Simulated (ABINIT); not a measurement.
# Zn (P6_3/mmc) in ABINIT: band structure with PBEsol

Aim: the band structure of Zn with PBEsol.

Program: ABINIT 10.8.3 (patched build). These are calculated values, not measurements. Logs are shortened: lines on timing, memory, paths and dates and some standing lists are left out, and cuts for length are marked. The log counts tension as positive stress, the text compression.

## Step 1: The crystal as given

Symmetry: P6_3/mmc, No. 194, hexagonal system. Conventional cell: a = 2.670 Å, b = 2.670 Å, c = 4.966 Å, α = 90.00°, β = 90.00°, γ = 120.00°. Zn (site symmetry -6m2) is surrounded by 12 Zn at 2.67 to 2.92 Å.

## Step 2: Band structure, PBEsol

run.abi reads:

```
# Datasets: ground state, then fixed potential
ndtset 2

# Pseudopotentials
pp_dirpath "./"
pseudos "Zn.upf"

# Structure
acell 3*1.0 Angstrom
rprim
     2.6700000000     0.0000000000     0.0000000000
    -1.3350000000     2.3122878281     0.0000000000
     0.0000000000     0.0000000000     4.9660000000
ntypat 1
znucl 30
natom 2
typat 1 1
xred
     0.6666666667     0.3333333333     0.7500000000
     0.3333333333     0.6666666667     0.2500000000

# Plane-wave basis
ecut 42.0

# Exchange and correlation
ixc -116133

# Bands and occupations
occopt 3
tsmear 0.00183747

# SCF cycle
nstep 100

# Output
iomode 3
prtwf 0
prteig 0
prtebands 0
enunit 1
prtden1 1

# Dataset 1
kptopt1 1
ngkpt1 11 11 6
nshiftk1 1
shiftk1 0.0 0.0 0.0
nband1 24
tolvrs1 1.0e-10

# Dataset 2: bands along G-M-K-G-A-L-H-A
iscf2 -2
getden2 1
nband2 30
nbdbuf2 4
tolwfr2 1.0e-11
kptopt2 -7
ndivsm2 8
prteig2 1
prtvol2 -3
kptbounds2
     0.0000000000     0.0000000000     0.0000000000
     0.5000000000     0.0000000000     0.0000000000
     0.3333333333     0.3333333333     0.0000000000
     0.0000000000     0.0000000000     0.0000000000
     0.0000000000     0.0000000000     0.5000000000
     0.5000000000     0.0000000000     0.5000000000
     0.3333333333     0.3333333333     0.5000000000
     0.0000000000     0.0000000000     0.5000000000
```

Potentials or basis: PseudoDojo NC SR PBEsol v0.4.1 standard.

Started as:

```
> abinit run.abi > log 2>&1
```

run.abo:

```text
.Version 10.8.3 of ABINIT
 DATASET    1 : space group P6_3/m m c (#194); Bravais hP (primitive hexag.)
================================================================================
 Values of the parameters that define the memory need for DATASET  1.
     intxc =       0    ionmov =       0      iscf =       7    lmnmax =       6
     lnmax =       6     mgfft =      60  mpssoang =       3    mqgrid =    3001
     natom =       2  nloc_mem =       1    nspden =       1   nspinor =       1
    nsppol =       1      nsym =      24    n1xccc =    2501    ntypat =       1
    occopt =       3   xclevel =       2
       mpw =        2717          nfft =       54000          nkpt =          64
================================================================================
================================================================================

 DATASET    2 : space group P6_3/m m c (#194); Bravais hP (primitive hexag.)
================================================================================
 Values of the parameters that define the memory need for DATASET  2.
     intxc =       0    ionmov =       0      iscf =      -2    lmnmax =       6
     lnmax =       6     mgfft =      60  mpssoang =       3    mqgrid =    3001
     natom =       2  nloc_mem =       1    nspden =       1   nspinor =       1
    nsppol =       1      nsym =      24    n1xccc =    2501    ntypat =       1
    occopt =       3   xclevel =       2
       mpw =        2734          nfft =       54000          nkpt =         103
================================================================================
================================================================================

--------------------------------------------------------------------------------
------------- Echo of variables that govern the present computation ------------
--------------------------------------------------------------------------------
 -outvars: echo values of preprocessed input variables --------
            acell      1.8897261259E+00  1.8897261259E+00  1.8897261259E+00 Bohr
              amu      6.53900000E+01
             ecut      4.20000000E+01 Hartree
           enunit           1
           getden1          0
           getden2          1
             iscf1          7
             iscf2         -2
              ixc     -116133
           jdtset        1    2
           kptopt1          1
           kptopt2         -7
         kptrlatt       11    0    0      0   11    0      0    0    6
          kptrlen1     5.55012563E+01
          kptrlen2     3.00000000E+01
            natom           2
            nband1         24
            nband2         30
           nbdbuf1          0
           nbdbuf2          4
           ndtset           2
           ndivsm1          0
           ndivsm2          8
            ngfft          30      30      60
             nkpt1         64
             nkpt2        103
            nstep         100
             nsym          24
           ntypat           1
           occopt           3
        prtebands           0
           prteig1          0
           prteig2          1
           prtvol1          0
           prtvol2         -3
            prtwf           0
            rprim      2.6700000000E+00  0.0000000000E+00  0.0000000000E+00
                      -1.3350000000E+00  2.3122878281E+00  0.0000000000E+00
                       0.0000000000E+00  0.0000000000E+00  4.9660000000E+00
           shiftk1     0.00000000E+00  0.00000000E+00  0.00000000E+00
           shiftk2     5.00000000E-01  5.00000000E-01  5.00000000E-01
          spgroup         194
           tolvrs1     1.00000000E-10
           tolvrs2     0.00000000E+00
           tolwfr1     0.00000000E+00
           tolwfr2     1.00000000E-11
           tsmear      1.83747000E-03 Hartree
            typat      1  1
           xangst      1.3350000000E+00  7.7076260937E-01  3.7245000000E+00
                      -3.2892816734E-16  1.5415252187E+00  1.2415000000E+00
            xcart      2.5227843781E+00  1.4565302398E+00  7.0382849559E+00
[... 169 lines left out ...]
cutoff_energies: {ecut:  42.0, pawecutdg:  -1.0, }
electrons: {nelect:   4.00000000E+01, charge:   0.00000000E+00, occopt:   3.00000000E+00, tsmear:   1.83747000E-03, }
meta: {optdriver: 0, ionmov: 0, optcell: 0, iscf: -2, paral_kgb: 0, }
...

 mkfilename : getden/=0, take file _DEN from output of DATASET   1.

 Real(R)+Recip(G) space primitive vectors, cartesian coordinates (Bohr,Bohr^-1):
 R(1)=  5.0455688  0.0000000  0.0000000  G(1)=  0.1981937  0.1144272  0.0000000
 R(2)= -2.5227844  4.3695907  0.0000000  G(2)=  0.0000000  0.2288544  0.0000000
 R(3)=  0.0000000  0.0000000  9.3843799  G(3)=  0.0000000  0.0000000  0.1065601
 Unit cell volume ucvol=  2.0689809E+02 bohr^3
 Angles (23,13,12)=  9.00000000E+01  9.00000000E+01  1.20000000E+02 degrees

 getcut: wavevector=  0.0000  0.0000  0.0000  ngfft=  30  30  60
         ecut(hartree)=     42.000   => boxcut(ratio)=   2.03959
--------------------------------------------------------------------------------

================================================================================
 Non-SCF case, kpt    1 (  0.00000  0.00000  0.00000), residuals and eigenvalues=
  9.78E-12  8.93E-12  3.59E-12  3.46E-12  5.65E-12  3.00E-12  4.15E-12  3.36E-12
  2.32E-12  2.23E-12  2.45E-12  3.04E-12  8.12E-12  2.75E-12  3.77E-12  6.92E-12
  3.57E-12  3.81E-12  2.58E-12  4.69E-12  1.28E-12  6.36E-12  8.01E-12  9.77E-12
  5.74E-12  5.79E-12  3.35E-12  6.93E-12  9.66E-12  6.11E-05
 -4.3567E+00 -4.3567E+00 -2.6776E+00 -2.6772E+00 -2.6770E+00 -2.6770E+00
 -2.6770E+00 -2.6770E+00 -9.9574E-02 -3.1478E-02 -5.2456E-03  2.8595E-03
  2.8595E-03  4.6753E-03  4.6753E-03  1.7147E-02  1.7147E-02  2.4711E-02
  2.4711E-02  1.4800E-01  1.6908E-01  7.7341E-01  9.0429E-01  9.1531E-01
  9.1531E-01  9.7474E-01  9.7474E-01  9.7790E-01  1.0220E+00  1.1480E+00
 Non-SCF case, kpt    2 (  0.02941  0.00000  0.00000), residuals and eigenvalues=
  2.31E-12  2.16E-12  2.01E-12  3.68E-12  3.29E-12  4.97E-12  3.24E-12  4.36E-12
  6.18E-12  1.65E-12  5.82E-12  3.56E-12  5.87E-12  9.49E-12  4.11E-12  2.85E-12
  4.79E-12  7.49E-12  4.26E-12  7.65E-13  2.76E-12  6.22E-12  2.59E-12  7.97E-12
[... 1002 lines left out ...]
 -2.6770E+00 -2.6770E+00 -5.1901E-02 -5.1901E-02  2.8825E-03  2.8825E-03
  3.3410E-03  3.3410E-03  4.5494E-03  4.5494E-03  2.1534E-02  2.1534E-02
  2.1945E-02  2.1945E-02  4.4756E-01  4.4756E-01  9.4682E-01  9.4682E-01
  9.5102E-01  9.5102E-01  9.8371E-01  9.8371E-01  1.0714E+00  1.0771E+00
 Non-SCF case, kpt  103 (  0.00000  0.00000  0.50000), residuals and eigenvalues=
  2.24E-12  5.66E-12  3.37E-12  5.30E-12  2.74E-12  3.36E-12  1.01E-12  2.47E-12
  2.33E-12  8.38E-12  2.00E-12  5.19E-12  2.17E-12  2.23E-12  2.07E-12  4.35E-12
  2.61E-12  4.78E-12  1.88E-12  3.19E-12  1.03E-12  1.42E-12  9.31E-12  3.52E-12
  1.35E-12  2.43E-12  4.44E-12  9.73E-12  4.31E-11  3.37E-09
 -4.3567E+00 -4.3567E+00 -2.6774E+00 -2.6774E+00 -2.6770E+00 -2.6770E+00
 -2.6770E+00 -2.6770E+00 -5.2685E-02 -5.2685E-02  3.1382E-03  3.1382E-03
  3.1382E-03  3.1382E-03  4.6857E-03  4.6857E-03  2.1566E-02  2.1566E-02
  2.1566E-02  2.1566E-02  4.4671E-01  4.4671E-01  9.6208E-01  9.6208E-01
  9.6208E-01  9.6208E-01  9.9301E-01  9.9301E-01  1.0628E+00  1.0628E+00

--- !ResultsGS
iteration_state: {dtset: 2, }
comment   : Summary of ground state results
lattice_vectors:
- [  5.0455688,   0.0000000,   0.0000000, ]
- [ -2.5227844,   4.3695907,   0.0000000, ]
- [  0.0000000,   0.0000000,   9.3843799, ]
lattice_lengths: [   5.04557,    5.04557,    9.38438, ]
lattice_angles: [ 90.000,  90.000, 120.000, ] # degrees, (23, 13, 12)
lattice_volume:   2.0689809E+02
convergence: {deltae:  0.000E+00, res2:  0.000E+00, residm:  9.990E-12, diffor:  0.000E+00, }
etotal    :  -4.17831281E+02
entropy   :   0.00000000E+00
fermie    :   2.76099952E-01
cartesian_stress_tensor: null
pressure_GPa: null
xred      :
- [  6.6667E-01,   3.3333E-01,   7.5000E-01, Zn]
- [  3.3333E-01,   6.6667E-01,   2.5000E-01, Zn]
cartesian_forces: null
force_length_stats: {min: null, max: null, mean: null, }
...

 Integrated electronic density in atomic spheres:
 ------------------------------------------------
 Atom  Sphere_radius  Integrated_density
    1        2.00000         18.10162657
    2        2.00000         18.10162657
================================================================================

 ----iterations are completed or convergence reached----

 Mean square residual over all n,k,spin=   41.919E-13; max=  99.902E-13
 reduced coordinates (array xred) for    2 atoms
       0.666666666667      0.333333333333      0.750000000000
       0.333333333333      0.666666666667      0.250000000000

 cartesian coordinates (angstrom) at end:
    1      1.33500000000000     0.77076260936667     3.72450000000000
    2     -0.00000000000000     1.54152521873333     1.24150000000000
 length scales=  1.889726125908  1.889726125908  1.889726125908 bohr
              =  1.000000000000  1.000000000000  1.000000000000 angstroms
 Eigenvalues (   eV  ) for nkpt= 103  k points:
 kpt#   1, nband= 30, wtk=  1.00000, kpt=  0.0000  0.0000  0.0000 (reduced coord)
-118.55244 -118.55159  -72.86116  -72.84941  -72.84534  -72.84534  -72.84401  -72.84401
  -2.70956   -0.85656   -0.14274    0.07781    0.07781    0.12722    0.12722    0.46659
   0.46659    0.67242    0.67242    4.02723    4.60088   21.04568   24.60697   24.90690
  24.90690   26.52407   26.52407   26.61009   27.81006   31.23924
 kpt#   2, nband= 30, wtk=  1.00000, kpt=  0.0294  0.0000  0.0000 (reduced coord)
-118.55242 -118.55157  -72.86111  -72.84941  -72.84557  -72.84540  -72.84425  -72.84407
  -2.68391   -0.84495   -0.14000    0.07513    0.08387    0.12427    0.13299    0.46141
   0.46417    0.65668    0.67274    4.06902    4.61386   21.07361   24.25678   24.57714
  24.61943   25.97632   26.85168   27.43282   27.96183   30.77963
 kpt#   3, nband= 30, wtk=  1.00000, kpt=  0.0588  0.0000  0.0000 (reduced coord)
-118.55235 -118.55151  -72.86097  -72.84940  -72.84627  -72.84560  -72.84496  -72.84425
  -2.60722   -0.81094   -0.13227    0.06771    0.10190    0.11596    0.15015    0.44509
   0.45707    0.61301    0.67360    4.19176    4.65333   21.15660   23.02613   23.93783
  24.55616   25.60746   27.43979   27.93344   28.05611   29.46303
 kpt#   4, nband= 30, wtk=  1.00000, kpt=  0.0882  0.0000  0.0000 (reduced coord)
-118.55224 -118.55141  -72.86074  -72.84939  -72.84742  -72.84611  -72.84592  -72.84453
[... 484 lines left out ...]
-118.55193 -118.55193  -72.85522  -72.85522  -72.84556  -72.84556  -72.84492  -72.84492
  -1.34905   -1.34905    0.05843    0.05843    0.10565    0.10565    0.11550    0.11550
   0.58333    0.58333    0.62699    0.62699   12.24796   12.24796   24.83752   24.83752
  24.97629   24.97629   26.71492   26.71492   29.49773   29.49863
 kpt# 102, nband= 30, wtk=  1.00000, kpt=  0.0167  0.0167  0.5000 (reduced coord)
-118.55200 -118.55200  -72.85527  -72.85527  -72.84490  -72.84490  -72.84474  -72.84474
  -1.41230   -1.41230    0.07844    0.07844    0.09091    0.09091    0.12380    0.12380
   0.58596    0.58596    0.59716    0.59716   12.17882   12.17882   25.76439   25.76439
  25.87869   25.87869   26.76810   26.76810   29.15456   29.30989
 kpt# 103, nband= 30, wtk=  1.00000, kpt=  0.0000  0.0000  0.5000 (reduced coord)
-118.55202 -118.55202  -72.85529  -72.85529  -72.84468  -72.84468  -72.84468  -72.84468
  -1.43364   -1.43364    0.08539    0.08539    0.08539    0.08539    0.12750    0.12750
   0.58684    0.58684    0.58684    0.58684   12.15573   12.15573   26.17967   26.17967
  26.17967   26.17967   27.02107   27.02107   28.92075   28.92075

== END DATASET(S) ==============================================================
================================================================================

 -outvars: echo values of variables after computation  --------
            acell      1.8897261259E+00  1.8897261259E+00  1.8897261259E+00 Bohr
           etotal1    -4.1783128123E+02
            fcart1    -2.0012450677E-29  8.0879356497E-29 -0.0000000000E+00
                       2.0012450677E-29 -8.0879356497E-29 -0.0000000000E+00
            rprim      2.6700000000E+00  0.0000000000E+00  0.0000000000E+00
                      -1.3350000000E+00  2.3122878281E+00  0.0000000000E+00
                       0.0000000000E+00  0.0000000000E+00  4.9660000000E+00
           strten1     1.9737278278E-04  1.9737278297E-04  1.9429352889E-04
                       0.0000000000E+00  0.0000000000E+00  0.0000000000E+00
           xangst      1.3350000000E+00  7.7076260937E-01  3.7245000000E+00
                      -3.2892816734E-16  1.5415252187E+00  1.2415000000E+00
             xred      6.6666666667E-01  3.3333333333E-01  7.5000000000E-01
                       3.3333333333E-01  6.6666666667E-01  2.5000000000E-01
 Calculation completed.
```

Wall time 3.1 min (1 thread of Arm Neoverse V2, shared host); peak memory 0.19 GiB.

What came out:

```
Free energy                                           : -11369.7684 eV
Pressure                                              : -5.8 GPa
Band gap on the k mesh                                : none (metal or under the smearing width)
Valence electrons inside the program's atomic spheres : Zn 18.10 (radii [1.0584] Å)
```

Stress tensor (GPa, compression positive):
```
-5.81  0.00  0.00
 0.00 -5.81  0.00
 0.00  0.00 -5.72
```

Levels at the corners of the path, in eV from the Fermi level:
| point | band 16 | band 17 | band 18 | band 19 | band 20 | band 21 | band 22 | band 23 | band 24 | band 25 |
| --- | --- | --- | --- | --- | --- | --- | --- | --- | --- | --- |
| Γ | -7.05 | -7.05 | -6.84 | -6.84 | -3.49 | -2.91 | 13.53 | 17.09 | 17.39 | 17.39 |
| M | -6.85 | -6.67 | -6.65 | -2.68 | -2.02 | 2.69 | 3.64 | 4.14 | 5.81 | 10.17 |
| K | -7.01 | -6.94 | -6.94 | 0.14 | 0.14 | 0.29 | 5.05 | 6.13 | 6.13 | 6.30 |
| Γ | -7.05 | -7.05 | -6.84 | -6.84 | -3.49 | -2.91 | 13.53 | 17.09 | 17.39 | 17.39 |
| A | -7.39 | -6.93 | -6.93 | -6.93 | -6.93 | 4.64 | 4.64 | 18.67 | 18.67 | 18.67 |
| L | -6.87 | -6.66 | -6.66 | -1.72 | -1.72 | 0.24 | 0.24 | 10.12 | 10.12 | 11.96 |
| H | -7.23 | -6.85 | -6.85 | 1.08 | 1.08 | 1.94 | 1.94 | 2.23 | 2.23 | 12.00 |
| A | -7.39 | -6.93 | -6.93 | -6.93 | -6.93 | 4.64 | 4.64 | 18.67 | 18.67 | 18.67 |
